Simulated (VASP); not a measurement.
# Dy (Im-3m) in VASP: single point with PBE

Aim: the single point of Dy with PBE.

Program: VASP 6.6.1. These are calculated values, not measurements. Logs are shortened: lines on timing, memory, paths and dates and some standing lists are left out, and cuts for length are marked.

**1. The structure**

Symmetry: Im-3m, No. 229, cubic system. The conventional cell has a = 4.001 Å, b = 4.001 Å, c = 4.001 Å, α = 90.00°, β = 90.00°, γ = 90.00°. Dy (site symmetry m-3m) has 8 Dy at 3.46 Å as nearest neighbours.

This isn't the form of Dy at room conditions, which is hcp.

**2. Single point, PBE, collinear spin, typed start**

Input file INCAR:

```
SYSTEM = Dy
PREC = Accurate ; ENCUT = 520
EDIFF = 1E-6 ; ISMEAR = -1
SIGMA = 0.05 ; LREAL = .False.
LASPH = .True. ; NELM = 150
ALGO = Normal ; ISIF = 2
LWAVE = .False. ; LCHARG = .False.
ISPIN = 2 ; MAGMOM = 5
LORBIT = 11 ; LMAXMIX = 6
GGA = PE ; NBANDS = 20
```

Input file KPOINTS:

```
regular mesh
0
Gamma
  9 9 9
  0 0 0
```

Input file POSCAR:

```
Dy
1.0
   -2.0003821482      2.0003821482      2.0003821482
    2.0003821482     -2.0003821482      2.0003821482
    2.0003821482      2.0003821482     -2.0003821482
Dy
1
Direct
    0.0000000000      0.0000000000      0.0000000000
```

Potentials or basis: VASP PAW PBE potentials, release 64 (Dy).

Command:

```console
> cat potpaw_PBE.64/Dy/POTCAR > POTCAR
> mpirun -np 1 vasp_std > vasp.out
```

OUTCAR:

```text
SYSTEM = Dy
   PREC = Accurate
   ENCUT = 520
   EDIFF = 1E-6
   ISMEAR = -1
   LREAL = .False.
   LASPH = .True.
   NELM = 150
   ISIF = 2
   ISPIN = 2
   LORBIT = 11
   GGA = PE

 ion  position               nearest neighbor table
   1  0.000  0.000  0.000-

  LATTYP: Found a body centered cubic cell.
 ALAT       =     4.0007642964

  Lattice vectors:

 A1 = (  -2.0003821482,   2.0003821482,   2.0003821482)
 A2 = (   2.0003821482,  -2.0003821482,   2.0003821482)
 A3 = (   2.0003821482,   2.0003821482,  -2.0003821482)

Analysis of symmetry for initial positions (statically):
=====================================================================
 Subroutine PRICEL returns:
 Original cell was already a primitive cell.

 Routine SETGRP: Setting up the symmetry group for a
 body centered cubic supercell.

 Subroutine GETGRP returns: Found 48 space group operations
 (whereof 48 operations were pure point group operations)
 out of a pool of 48 trial point group operations.

The static configuration has the point symmetry O_h .

Analysis of symmetry for dynamics (positions and initial velocities):
=====================================================================
 Subroutine PRICEL returns:
 Original cell was already a primitive cell.

 Routine SETGRP: Setting up the symmetry group for a
 body centered cubic supercell.

 Subroutine GETGRP returns: Found 48 space group operations
 (whereof 48 operations were pure point group operations)
 out of a pool of 48 trial point group operations.

The dynamic configuration has the point symmetry O_h .

Analysis of structural, dynamic, and magnetic symmetry:
=====================================================================
 Subroutine PRICEL returns:
 Original cell was already a primitive cell.

 Routine SETGRP: Setting up the symmetry group for a
 body centered cubic supercell.

 Subroutine GETGRP returns: Found 48 space group operations
 (whereof 48 operations were pure point group operations)
 out of a pool of 48 trial point group operations.

The overall configuration has the point symmetry O_h .

 Subroutine INISYM returns: Found 48 space group operations
 (whereof 48 operations are pure point group operations),
 and found     1 'primitive' translations

----------------------------------------------------------------------------------------

                                     Primitive cell

  volume of cell :      32.0183

  direct lattice vectors                    reciprocal lattice vectors
    -2.000382148  2.000382148  2.000382148     0.000000000  0.249952241  0.249952241
[... 101 lines left out ...]
   IALGO  =     38    algorithm
   IMIX   =      4    mixing-type and parameters
     AMIX     =   0.40;   BMIX     =  1.00
     AMIX_MAG =   1.60;   BMIX_MAG =  1.00
  volume/ion in A,a.u.               =      32.02       216.07
  Fermi-wavevector in a.u.,A,eV,Ry     =   1.399432  2.644543 26.645792  1.958410
  Thomas-Fermi vector in A             =   2.522492
   LORBIT       =     11    0 simple, 1 ext, 2 COOP (PROOUT), +10 PAW based schemes
   GGA     = PE    functional components
   LHFCALC =     F    Hartree Fock is set to
   AEXX    =    0.0000 exact exchange contribution
   IVDW    =     0    specifies the selected vdW correction
   LEPSILON=     F    determine dielectric tensor
   LRPA    =     F    only Hartree local field effects (RPA)
 spin polarized calculation
  energy-cutoff  :      520.00
  volume of cell :       32.02
 maximum number of plane-waves:       887
 NGX is ok and might be reduce to    28
   NGX = 13   NGY = 13   NGZ = 13

 number of electron      20.0000005 magnetization       4.4676360

 Free energy of the ion-electron system (eV)
  ---------------------------------------------------
  ext. energy  EPLUGINS =         0.00000000
  ---------------------------------------------------
  free energy    TOTEN  =        -7.93907240 eV

  energy without entropy =       -7.90060767  energy(sigma->0) =       -7.91984003

 E-fermi :   2.8710     XC(G=0): -10.0656

 val. band max:        2.8624606921   @ k =  -0.4444  -0.4444   0.3333
 cond. band min:       2.8831139939   @ k =   0.2222   0.2222   0.2222
 fundamental gap:      0.0206533019
 Fermi energy:         2.8710460136

 spin component 1

 k-point     1 :       0.0000    0.0000    0.0000
  band No.  band energies     occupation
      1     -44.1622      1.00000
      2     -19.6994      1.00000
      3     -19.6994      1.00000
      4     -19.6994      1.00000
      5      -2.2538      1.00000
      6      -0.4279      1.00000
[... 541 lines left out ...]
     19      13.5087      0.00000
     20      14.7143      0.00000

 [... further k-points ...]

 spin component 2

 k-point     1 :       0.0000    0.0000    0.0000
  band No.  band energies     occupation
      1     -42.1553      1.00000
      2     -18.2449      1.00000
      3     -18.2449      1.00000
      4     -18.2449      1.00000
      5      -2.1355      1.00000
      6       2.5926      0.99620
[... 541 lines left out ...]
     19      14.0254      0.00000
     20      15.0666      0.00000

 [... further k-points ...]

------------------------ aborting loop because EDIFF is reached ----------------------------------------

  FORCE on cell =-STRESS in cart. coord.  units (eV):
  Direction    XX          YY          ZZ          XY          YZ          ZX
  --------------------------------------------------------------------------------------
  -------------------------------------------------------------------------------------
  Total        0.3501634      0.3501634      0.3501634      0.0000000     -0.0000000     -0.0000000
  in kB       17.5219483     17.5219483     17.5219483      0.0000000     -0.0000000     -0.0000000
  external PRESSURE =      17.5219483 kB  Pullay stress =       0.0000000 kB

 VOLUME and BASIS-vectors are now :
 -----------------------------------------------------------------------------
  energy-cutoff  :      520.00
  volume of cell :       32.02
      direct lattice vectors                 reciprocal lattice vectors
    -2.000382148  2.000382148  2.000382148     0.000000000  0.249952241  0.249952241
     2.000382148 -2.000382148  2.000382148     0.249952241  0.000000000  0.249952241
     2.000382148  2.000382148 -2.000382148     0.249952241  0.249952241  0.000000000

 POSITION                                       TOTAL-FORCE (eV/Angst)
 -----------------------------------------------------------------------------------
      0.00000      0.00000      0.00000         0.000000      0.000000     -0.000000
 -----------------------------------------------------------------------------------
    total drift:                                0.000000     -0.000000      0.000000

  FREE ENERGIE OF THE ION-ELECTRON SYSTEM (eV)
  ---------------------------------------------------
  free  energy   TOTEN  =        -7.9390724032 eV

  energy  without entropy=       -7.9006076663  energy(sigma->0) =       -7.91984003

 total charge

# of ion       s       p       d       f       tot
--------------------------------------------------
    1        2.164   5.816   0.475   9.339  17.794

 magnetization (x)

# of ion       s       p       d       f       tot
--------------------------------------------------
    1        0.008  -0.063   0.007   4.488   4.439
```

It took 95 s on 1 thread of AMD EPYC 7R13 (Zen 3), shared host; peak memory 0.17 GiB.

What came out:

| Property | Result |
| --- | --- |
| Free energy | -7.9391 eV |
| Pressure | 1.8 GPa |
| Band gap on the k mesh | none (metal or under the smearing width) |
| Net moment | 4.47 μB per cell |
| Site moments | Dy +4.44 μB |
| Valence electrons inside the program's atomic spheres | Dy 17.79 |

Caveat: the magnetic or orbital state may not be the lowest; spin-orbit coupling is left out, which moves the levels of the heavy elements. The state reached can hang on the start; a lower one may exist.
